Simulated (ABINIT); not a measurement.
The system is Sr.

```
CELL_PARAMETERS angstrom
0.00000 3.04235 3.04235
3.04235 0.00000 3.04235
3.04235 3.04235 0.00000
ATOMIC_POSITIONS crystal
Sr 0.00000 0.00000 0.00000
```

| Item | Value |
| --- | --- |
| Program | ABINIT 10.8.3 (patched build) |
| Task | relaxation of cell and atoms |
| Functional | PBEsol |
| Potentials or basis | PseudoDojo NC SR PBEsol v0.4.1 standard |
| Cutoff | 925 eV |
| k mesh | 6 × 6 × 6 |
| Occupations | fermi-dirac, width 0.05 eV |
| Spin | no spin polarisation |

At the start: pressure -0.9 GPa; volume 56.32 Å³/atom.

Question: Where does the relaxation end?

Answer: Over 5 steps the energy falls by 11.9 meV/atom and the volume is 52.15 Å³/atom (-7.4 %); space group Fm-3m (No. 225, to 0.05 Å).

Step by step:
| step | energy change (eV) | largest force (eV/Å) | pressure (GPa) | volume (Å³) |
| --- | --- | --- | --- | --- |
| 1 | 0.0000 | 0.0000 | -0.86 | 56.32 |
| 2 | -0.0008 | 0.0000 | -0.83 | 56.17 |
| 3 | -0.0118 | 0.0000 | 0.08 | 51.84 |
| 4 | -0.0119 | 0.0000 | -0.01 | 52.18 |
| 5 | -0.0119 | 0.0000 | 0.00 | 52.15 |

Final structure:
```
Sr
1.0
     0.00000    2.96534    2.96534
     2.96534    0.00000    2.96534
     2.96534    2.96534    0.00000
Sr
1
Direct
  0.00000 0.00000 0.00000
```
